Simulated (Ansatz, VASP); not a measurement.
# C (Diamond) in two plane-wave programs, part 2 of 2

Wanted: the spread between two codes on one cell, functional and k mesh. The cell is taken from a series of runs on this material, whose earlier steps may have relaxed, scaled, displaced or heated it; both programs get it as it stands.

VASP 6.6.1 and Ansatz 0.2.0.

So far. Step 5 (VASP: single point, LDA, pair 2): The run ends at a pressure of -6.59 GPa. Step 6 (Ansatz: single point, LDA, pair 2): The run ends at a pressure of -6.60 GPa.

### 7. Comparison

Both answers:

```
              quantity  Ansatz   VASP  difference
        pressure (GPa)   -6.60  -6.59       -0.02
gap on the k mesh (eV)   4.141  4.142      -0.001
```

A gap on the mesh is an upper bound, since the band edges may lie between its points.

### 8. Ansatz: single point, PBEsol

A single point gives forces, pressure and levels at one fixed geometry, so differences don't come from the geometry; what else differs is listed under the comparison. The cell compared in this pair holds 11.51 Å³, against 11.17 Å³ for the pair before.

The cell is taken from a series of runs on this material, whose earlier steps may have relaxed, scaled, displaced or heated it; both programs get it as it stands.

File input.yaml:

```yaml
crystal:
  lattice:
    - [0.0, 1.79228685, 1.79228685]
    - [1.79228685, 0.0, 1.79228685]
    - [1.79228685, 1.79228685, 0.0]
  atoms:
    - { symbol: C, position: [0.5, 0.5, 0.5] }
    - { symbol: C, position: [0.75, 0.75, 0.75] }
kpoints:
  mp_grid: { grid: [8, 8, 8] }
hamiltonian:
  xc: pbesol
scf:
  occupations: { method: gaussian, width: 0.01 }
  n_extra_bands: 8
output:
  forces: true
  stress: true
  eigenvalues: true
  eigenstates:
    kpoints:
      - [0.0, 0.367020809, 0.367020809]
      - [0.367020809, 0.0, 0.367020809]
      - [0.367020809, 0.367020809, 0.0]
      - [0.0, 0.0, 0.0]
  write_potential: true
  volumetric_format: npy
```

Launch:

```console
> ansatz run input.yaml --threads 4 --pin off --max-ram 9216MiB --backend cpu --events-out ev --progress --plain --runs-dir out
```

Numbers of over 12 decimals in the logs are rounded to 6 here.

Output:

```text
[...]
Crystal: 2 atoms, lattice volume = 11.515 Å³
Basis set: ecut = 420 eV, 229 PW (Γ), exchange–correlation on 36×36×36 points (8 copies of the dense FFT grid, shifted against one another)
Bands: 12, of which v1, the nominal top of the filled ones, is band 4 counted from 1 (3 counted from 0)
Symmetry: 48 space group operations
[...]
k-points: 29 of 512
[...]
--- Band table (eV; the first three rows and the last of 29) ---
  k-point 0: bands = [-8.2996, 13.0231, 13.0231, 13.0231, 18.5214, 18.5214, 18.5214, 25.9976, ... 4 higher]
  k-point 1: bands = [-7.8708, 10.6190, 12.3724, 12.3724, 19.3701, 19.3701, 19.7761, 26.3709, ... 4 higher]
  k-point 2: bands = [-6.5974, 6.4690, 11.2888, 11.2888, 20.6921, 20.6921, 20.9873, 27.3189, ... 4 higher]
  k-point 28: bands = [1.1442, 1.1442, 4.7344, 4.7344, 23.4144, 23.4144, 25.1167, 25.1167, ... 4 higher]
[key lines of the parts left out:]
SCF converged after 6 iterations
Free energy (F): -493.324824 eV
Fermi energy:    15.011196 eV
P = ⅓ Tr σ = -11.0672 GPa (-110.672 kbar)
```

The run ends at a pressure of -11.07 GPa.

### 9. VASP: single point, PBEsol

The same cell, functional, mesh and smearing now go to VASP, with its own data sets.

File INCAR:

```
SYSTEM = C
PREC = Accurate
ENCUT = 600
EDIFF = 1E-06
NELM = 120
ISMEAR = 0
SIGMA = 0.01
LREAL = .FALSE.
ALGO = Normal
GGA = PS
NBANDS = 10
LORBIT = 11
LWAVE = .FALSE.
LCHARG = .FALSE.
ISIF = 2
LASPH = .TRUE.
GGA_COMPAT = .FALSE.
EFERMI = MIDGAP
```

File POSCAR:

```
C
1.0
    0.0000000000      1.7922868500      1.7922868500
    1.7922868500      0.0000000000      1.7922868500
    1.7922868500      1.7922868500      0.0000000000
C
2
Direct
    0.5000000000      0.5000000000      0.5000000000
    0.7500000000      0.7500000000      0.7500000000
```

File KPOINTS:

```
Automatic mesh
0
Gamma
8 8 8
0 0 0
```

Potentials, in the order of the species: C (PBE family, release 64).

Launch:

```console
> mpirun -np 1 vasp_std
```

Output:

```text
[banner, memory and clock lines left out]
running    1 mpi-ranks, on    1 nodes
[...]
[... a notice as in an earlier step ...]

 LDA part: xc-table for (Slater+PW92), standard interpolation
 POSCAR, INCAR and KPOINTS ok, starting setup
[...]
entering main loop
       N       E                     dE             d eps       ncg     rms          rms(c)
DAV:   1    -0.588556675375E+00   -0.58856E+00   -0.52196E+03   620   0.865E+02
DAV:   2    -0.195785264091E+02   -0.18990E+02   -0.18569E+02   786   0.132E+02
DAV:   3    -0.198774626563E+02   -0.29894E+00   -0.29829E+00   668   0.135E+01
DAV:   4    -0.198779865705E+02   -0.52391E-03   -0.52388E-03   646   0.675E-01
[...]
DAV:   9    -0.192449496903E+02   -0.16191E-04   -0.15965E-05   688   0.386E-02    0.203E-02
DAV:  10    -0.192449579048E+02   -0.82144E-05   -0.35875E-06   606   0.181E-02    0.409E-03
DAV:  11    -0.192449577371E+02    0.16769E-06   -0.68366E-08   346   0.251E-03
   1 F= -.19244958E+02 E0= -.19244958E+02  d E =0.000000E+00
```

Parts of OUTCAR (step 9):

```text
  Total       -0.7718493     -0.7718493     -0.7718493      0.0000000     -0.0000000      0.0000000
  in kB     -107.3966090   -107.3966090   -107.3966090      0.0000000     -0.0000000      0.0000000
  external PRESSURE =    -107.3966090 kB  Pullay stress =       0.0000000 kB

 POSITION                                       TOTAL-FORCE (eV/Angst)
 -----------------------------------------------------------------------------------
      1.79229      1.79229      1.79229         0.000000      0.000000      0.000000
      2.68843      2.68843      2.68843        -0.000000     -0.000000     -0.000000
 -----------------------------------------------------------------------------------
    total drift:                                0.000000     -0.000000      0.000000

  FREE ENERGIE OF THE ION-ELECTRON SYSTEM (eV)
  ---------------------------------------------------
  free  energy   TOTEN  =       -19.2449577371 eV

  energy  without entropy=      -19.2449577371  energy(sigma->0) =      -19.24495774

[... 2 parts as in an earlier step ...]

[... 1 further part left out ...]
[key lines of the parts left out:]
E-fermi :  11.4791
```

The run ends at a pressure of -10.74 GPa.

### 10. Differences

What differs besides the data sets and the points named for the pairs above, as far as they apply: Ansatz makes its cores anew for this functional, VASP keeps those of its PBE data sets. Total energies have different zeros and are not compared.

The two programs side by side:

```
              quantity  Ansatz    VASP  difference
        pressure (GPa)  -11.07  -10.74       -0.33
gap on the k mesh (eV)   3.976   3.972      +0.004
```

A gap on the mesh is an upper bound, since the band edges may lie between its points.

### 11. Summary of results

```yaml
difference_in_gap_on_the_k_mesh_single_point_lda_pair_1: -0.0024 eV
difference_in_gap_on_the_k_mesh_single_point_lda_pair_2: -5.2e-4 eV
difference_in_gap_on_the_k_mesh_single_point_pbesol: 0.0041 eV
```

The difference in gap on the k mesh is 0.0041 eV (single point, PBEsol), within the 0.08 eV picked in this series as the mark of a large difference. 5 further runs of this series are not shown here. Such differences can come from data sets, numerical settings and the points named under the comparisons, not from the functional's error against experiment.

[Lines on the potential files, build, host, timing and source positions are cut from VASP's logs without a mark.]

[Logs are printed without paths, hosts, clocks, repeated set-up lines and the standing remarks that a program may print on its own settings, such as how far it seeks lower states.]

[Hosts, paths, dates, database ids (printed as entryN), source tags and the programs' standing remarks are cut or masked in the printed files.]
